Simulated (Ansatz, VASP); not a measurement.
## One calculation of Si16O (a cell with a defect), two programs

```
Si O
1.0
     0.00000    5.46968    5.46968
     5.46968    0.00000    5.46968
     5.46968    5.46968    0.00000
Si O
16 1
Cartesian
  4.1545 4.1463 4.0726
  6.7137 7.0939 3.9648
  6.8521 4.2079 6.7462
  9.5965 6.8540 6.7995
  4.1431 6.8588 6.8360
  7.0974 9.5378 7.0558
  6.8733 6.8085 9.6367
  9.4201 9.9043 9.5129
  2.7762 2.8604 2.6433
  5.5200 5.4957 2.6881
  5.4941 2.7685 5.4517
  8.0184 5.7532 5.3723
  2.7979 5.4410 5.5132
  5.6956 8.2054 5.7423
  5.5081 5.5253 8.1701
  8.4015 8.1305 8.3965
  -0.6537 -1.3595 -0.0449
```

Alike in both runs: functional PBE; k mesh 2 × 2 × 2; occupations gaussian, width 0.01 eV; no spin polarisation.

Ansatz relaxed the structure, and its values are those at the end. VASP's run is a single point on that final structure, the one shown.

```csv
,VASP,Ansatz
version,VASP 6.6.1,Ansatz 0.2.0
potentials or method,"VASP PAW PBE potentials, release 64 (Si, O)","scalar-relativistic, plane waves, PAW"
plane-wave cutoff (eV),520,420
valence electrons in the cell,70,70
```

```tsv
	VASP	Ansatz	Ansatz less VASP
gap on the k mesh at the Fermi level (eV)	0.51	0.51	0.000
least direct gap on the mesh (eV)	0.51	0.51	0.000
rms of the force components (eV/Å)	0.013	0.002	-0.0115
```

With one functional, cell and mesh, what is left measures potentials, basis and numerics.

Caveats: the k mesh is coarse (spacing up to 0.50 Å⁻¹), so the values aren't converged.
